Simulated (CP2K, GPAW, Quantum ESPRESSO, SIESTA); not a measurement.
# CP2K runs on wurtzite SiC, size series (200 atoms), part 2 of 2

Wanted: CP2K inputs and outputs for wurtzite SiC, size series (200 atoms), checked against a plane-wave reference.

Program: CP2K 2026.2; the method stands at each step. Banners, paths, timers and routine set-up lines are dropped from the logs unmarked, and long logs keep their key lines alone; longer cuts are marked.

So far. Step 2 (PBE, DZVP-MOLOPT-SR, 450/50 Ry, OT CG): Forces lie 1.6 % from the reference's, at 1.7 times its CPU time; the SCF took 70 steps, which the time reflects. Step 3 (GFN1-xTB, OT DIIS): Against the first run (1.6 %), the force difference from the reference is 27 %, at 0.015 times the CPU time (on 2 against 4 cores) (31 SCF steps against 70); the model has changed, so this is no error of the program alone.

## Step 4: PBE, SZV-MOLOPT-SR, 450/50 Ry, OT CG

Method: Kohn-Sham DFT, PBE, GTH-PBE pseudopotentials, Gaussian and plane waves, SZV-MOLOPT-SR-GTH, orbital transformation.

input.inp reads:

```
&GLOBAL
  PROJECT cell
  RUN_TYPE ENERGY_FORCE
  PRINT_LEVEL LOW
&END GLOBAL
&FORCE_EVAL
  METHOD QS
  STRESS_TENSOR ANALYTICAL
  &DFT
    BASIS_SET_FILE_NAME BASIS_MOLOPT
    POTENTIAL_FILE_NAME GTH_POTENTIALS
    &MGRID
      CUTOFF 450
      REL_CUTOFF 50
    &END MGRID
    &QS
      EPS_DEFAULT 1.0E-12
    &END QS
    &SCF
      SCF_GUESS ATOMIC
      EPS_SCF 1.0E-06
      MAX_SCF 30
      &OT
        MINIMIZER CG
        PRECONDITIONER FULL_ALL
        ENERGY_GAP 0.001
      &END OT
      &OUTER_SCF
        EPS_SCF 1.0E-06
        MAX_SCF 8
      &END OUTER_SCF
      &PRINT
        &RESTART OFF
        &END RESTART
      &END PRINT
    &END SCF
    &XC
      &XC_FUNCTIONAL PBE
      &END XC_FUNCTIONAL
    &END XC
    &PRINT
      &MULLIKEN ON
      &END MULLIKEN
      &HIRSHFELD ON
        SHAPE_FUNCTION DENSITY
      &END HIRSHFELD
      &MO_CUBES
        NHOMO 1
        NLUMO 4
        WRITE_CUBE F
      &END MO_CUBES
    &END PRINT
  &END DFT
  &SUBSYS
    &CELL
      A 15.38000 0.00000 0.00000
      B -7.69000 13.31947 0.00000
      C 0.00000 0.00000 10.09600
    &END CELL
    &TOPOLOGY
      COORD_FILE_NAME structure.xyz
      COORD_FILE_FORMAT XYZ
    &END TOPOLOGY
    &KIND Si
      BASIS_SET SZV-MOLOPT-SR-GTH-q4
      POTENTIAL GTH-PBE-q4
    &END KIND
    &KIND C
      BASIS_SET SZV-MOLOPT-SR-GTH-q4
      POTENTIAL GTH-PBE-q4
    &END KIND
  &END SUBSYS
  &PRINT
    &FORCES ON
    &END FORCES
    &STRESS_TENSOR ON
    &END STRESS_TENSOR
  &END PRINT
&END FORCE_EVAL
```

structure.xyz reads:

```xyz
200

[... 200 atom lines left out: the same atoms as in the first run ...]
```

Started as:

```sh
$ OMP_NUM_THREADS=2 cp2k.psmp -i input.inp > output.txt
```

Numbers of over 12 decimals in the logs are rounded to 6 here.

The program printed:

```text
CP2K| version string:                                       CP2K version 2026.2
 CP2K| Input file name                                                 input.inp
 GLOBAL| Basis set file name                                        BASIS_MOLOPT
 GLOBAL| Potential file name                                      GTH_POTENTIALS
 GLOBAL| Run type                                                   ENERGY_FORCE
 GLOBAL| Total number of message passing processes                             1
 GLOBAL| Number of threads for this process                                    2
 TOTAL NUMBERS AND MAXIMUM NUMBERS
  Total number of            - Atomic kinds:                                   2
                             - Atoms:                                        200
[... lines left out ...]
 Number of electrons:                                                        800
[... lines left out ...]
  Step     Update method      Time    Convergence         Total energy    Change
[... lines left out ...]
  Total energy:                                              -951.451322
[... lines left out ...]
  Step     Update method      Time    Convergence         Total energy    Change
[... lines left out ...]
  *** SCF run converged in     8 steps ***
[... lines left out ...]
  Total energy:                                              -951.976481
[... lines left out ...]
  outer SCF loop converged in   2 iterations or   74 steps
[... lines left out ...]
  Total Charge                                                           -0.000
 !-----------------------------------------------------------------------------!
  Eigenvalues of the occupied subspace spin            1
      -0.28313325     -0.26517885     -0.26136570     -0.25972459
      -0.25204012     -0.24538274     -0.24352595     -0.24204334
      -0.23579966     -0.22755272     -0.22614380     -0.22099656
[...]
0.36110271      0.36905192      0.37359011      0.38360539
 Fermi Energy [eV] :   10.438434
  Using OT eigensolver for additional unoccupied orbitals spin            1
  Lowest Eigenvalues of the unoccupied subspace spin            1
 OT| Eigensolver reached convergence in 75 iterations
       0.50945763      0.52073368      0.52556004      0.53334498
 HOMO - LUMO gap [eV] :    3.424614
 ENERGY| Total FORCE_EVAL ( QS ) energy [hartree]           -951.976481
 FORCES| Atomic forces [hartree/bohr]
 FORCES|   Atom     x               y               z               |f|
 FORCES|      1 -9.49419147E-02  3.00183672E-02  1.92244780E-03   9.95929984E-02
 FORCES|      2  1.00617028E-01 -6.39870240E-02  3.80654190E-03   1.19300526E-01
 FORCES|      3  6.48650572E-02 -2.66205188E-02 -2.96444455E-02   7.61243773E-02
[...]
FORCES|    199 -4.67049323E-02 -1.94895212E-02  5.93814051E-03   5.09554085E-02
 FORCES|    200 -2.10008736E-02  5.08092306E-03 -1.02195445E-01   1.04454590E-01
 FORCES| Sum     6.75625536E-05  3.96950160E-05  1.09199279E-05
 FORCES| Total atomic force                                       7.91178726E-05
 STRESS| Analytical stress tensor [bar]
 STRESS|                        x                   y                   z
 STRESS|      x        2.34211921798E+05  -4.66239647910E+03  -2.17401382956E+04
 STRESS|      y       -4.66239647910E+03   3.01364350182E+05  -2.90765668799E+03
 STRESS|      z       -2.17401382956E+04  -2.90765668799E+03   2.98909146394E+05
 STRESS| 1/3 Trace                                             2.78161806125E+05
```

Elapsed: 14 min, on 2 threads of Arm Neoverse V2, shared host; peak memory 2.2 GiB.

Numbers from this run, and their distance from the reference:

| Item | Value |
| --- | --- |
| r.m.s. force component | 3.334 eV/Å |
| r.m.s. difference of force components | 805.1 meV/Å |
| longest difference of force vectors | 3056 meV/Å |
| force difference over r.m.s. force | 30.79 % |
| slope of forces against the reference's | 1.266 |
| correlation of force components | 0.9925 |
| gap (highest filled to lowest empty level) | 3.425 eV |
| gap difference | 1.957 eV |
| pressure | 27.82 GPa |
| pressure difference | 17.29 GPa |

This is a coarse setting, run to see what it loses.

Against the first run (1.6 %), the force difference from the reference is 31 %, at 0.56 times the CPU time (on 2 against 4 cores), with 800 basis functions against 2600: the smaller basis costs accuracy.

## Step 5: The ladder

Differences are against the plane-wave reference, forces as r.m.s. over components; share is that over the reference's r.m.s. force, slope the least-squares factor from reference forces to these. Total energies of different programs have different zeros and aren't compared.

| run | Δ force, r.m.s. (meV/Å) | share (%) | slope | Δ pressure (GPa) | Δ gap (eV) | cores | CPU time | memory (GiB) |
| --- | --- | --- | --- | --- | --- | --- | --- | --- |
| reference | - | - | - | - | - | 4 | 29 min | 8.1 |
| CP2K PBE, DZVP-MOLOPT-SR, 450/50 Ry, OT CG | 42.0 | 1.60 | 0.998 | -1.32 | 0.0362 | 4 | 48 min | 4.3 |
| CP2K GFN1-xTB, OT DIIS | 703 | 26.9 | 1.015 | 22.5 | - | 2 | 43 s | 1.2 |
| CP2K PBE, SZV-MOLOPT-SR, 450/50 Ry, OT CG (coarse) | 805 | 30.8 | 1.266 | 17.3 | 1.96 | 2 | 27 min | 2.2 |

Rows marked coarse were listed beforehand as settings not expected to be converged; some can still land near the reference.

CPU time is summed over cores on a shared host, where runs went side by side, so it is rough. Symmetry, cutoffs, thresholds, outputs and thread counts weren't matched or tuned between programs; memory under MPI is the largest rank's times the ranks.

Mean charges by element (e), by run and scheme:

| run | scheme | Si | C |
| --- | --- | --- | --- |
| CP2K PBE, DZVP-MOLOPT-SR, 450/50 Ry, OT CG | Mulliken | +0.40 | -0.40 |
| CP2K PBE, DZVP-MOLOPT-SR, 450/50 Ry, OT CG | Hirshfeld | +0.30 | -0.30 |
| CP2K GFN1-xTB, OT DIIS | Mulliken | +0.76 | -0.76 |

A second geometry, displaced anew (every atom was moved at random, 0.04 Å r.m.s. a Cartesian component), gives an energy difference that all programs can be tested on. The reference puts it at 10.41 meV/atom.

| run | energy less the first geometry's (meV/atom) | error (meV/atom) | force share at the second geometry (%) |
| --- | --- | --- | --- |
| CP2K PBE, DZVP-MOLOPT-SR, 450/50 Ry, OT CG | 10.47 | 0.0545 | 1.67 |
| CP2K GFN1-xTB, OT DIIS | 7.299 | -3.11 | 27.4 |
| CP2K PBE, SZV-MOLOPT-SR, 450/50 Ry, OT CG | 13.29 | 2.88 | 30.1 |

Further runs of this program without a result: CP2K PBE, DZVP-MOLOPT-SR, 450/50 Ry, SIGN filter 1e-03, SCF 1e-04 (ended with an error or stopped unconverged).

## Step 6: Results

```
nearest in forces : CP2K PBE, DZVP-MOLOPT-SR, 450/50 Ry, OT CG, 1.6 %
its CPU time      : 48 min
```

The PBE run in local orbitals, coarse settings apart, differs by 1.6 % (CP2K PBE, DZVP-MOLOPT-SR, 450/50 Ry, OT CG); basis, grid and potentials can all enter. Tight binding differs by 27 % (CP2K GFN1-xTB, OT DIIS); it is another model, with fitted parameters of its own, and the xTB methods hold dispersion. CP2K PBE, SZV-MOLOPT-SR, 450/50 Ry, OT CG needed 74 SCF steps, so its time overstates the method's usual cost. Runs with settings chosen to be coarse differ by 31 % (CP2K PBE, SZV-MOLOPT-SR, 450/50 Ry, OT CG), their programs' other errors included. One electronic-structure run takes under half the reference's CPU time: CP2K GFN1-xTB, OT DIIS, at 27 % in 43 s against 29 min; its pressure misses by +22.5 GPa. CP2K PBE, SZV-MOLOPT-SR, 450/50 Ry, OT CG stiffens the forces by a factor of 1.27 while following their directions (correlation 0.993); the slopes of the 3 CP2K runs lie between 1.00 and 1.27. At the same functional, gaps differ from the reference's 1.47 eV by between +0.04 and +1.96 eV. A likely cause of the wide gaps: compact atomic orbitals describe empty levels worse than filled ones. These are spacings on the run's k-points, which needn't hold the band edges. In pressure, CP2K PBE, SZV-MOLOPT-SR, 450/50 Ry, OT CG misses by +17.3 GPa, at the same functional. Charges hang on model, scheme and program or settings: among these rows the mean for Si runs from +0.30 to +0.76 e. The energy difference between the two geometries, 10.4 meV/atom in the reference, is met best by CP2K PBE, DZVP-MOLOPT-SR, 450/50 Ry, OT CG (+0.0545) and worst by CP2K GFN1-xTB, OT DIIS (-3.11). Periodic xTB results under one method name differ between programs and library versions. The reference's pressure holds the uncorrected Pulay stress of its 45 Ry basis, so small pressure differences, and their order, may be the reference's own error. The reference's stress is far from hydrostatic: its diagonal is 8.3, 13.2, 10.1 GPa, compression counted positive. The reference's pressure of 11 GPa belongs to a cell and atoms that aren't relaxed at this level. The electronic-structure runs sample only Γ, in a cell whose shortest periodic width is 10 Å.

[Also dropped from logs without a mark: logging warnings of Python, and SIESTA's first energy breakdown and zero terms.]

[Logs are printed without paths, hosts, clocks, repeated set-up lines and the standing remarks that a program may print on its own settings, such as how far it seeks lower states.]

[Hosts, paths, dates, database ids (printed as entryN), source tags and the programs' standing remarks are cut or masked in the printed files.]
